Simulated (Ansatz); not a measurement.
Rows from a G0W0 calculation on HfS2 (layers cut from the bulk crystal) (Ansatz 0.2.0; G0W0 on PBE, plane waves, PAW; PAW set soft_1; 6×6×1 mesh, 473 empty bands, screening to 50 eV, PAW set soft_1 files), in eV. Spin-orbit coupling is left out.

| row | Σx | Σc | Vxc | Z |
| --- | --- | --- | --- | --- |
| A | -18.67 | 2.06 | -16.41 | 0.74 |
| B | -18.23 | 2.46 | -15.48 | 0.73 |
| C | -10.21 | -3.66 | -14.49 | 0.75 |
| D | -18.69 | 2.51 | -15.86 | 0.74 |
| E | -10.73 | -4.35 | -15.85 | 0.75 |
| F | -10.34 | -3.61 | -14.60 | 0.75 |

Question: Which rows are filled states and which are empty ones, and how can one tell?

Filled: A, B and D. Empty: C, E and F. The sign of Σc tells: for a filled state bare exchange, which holds its interaction with itself, lies below Vxc (Σx − Vxc is -2.3 eV or lower here) and screening gives part back as a positive Σc. For an empty state Σx lies above Vxc (+4.3 eV or more) and the Coulomb hole leaves Σc negative.

[Runs of the session that timed out or met a known fault of the program may be left out.]

[Cells called generated may have been cut or substituted from an entry of the Crystallography Open Database or the Materials Project.]

[Hosts, paths, dates, database ids (printed as entryN), source tags and the programs' standing remarks are cut or masked in the printed files.]
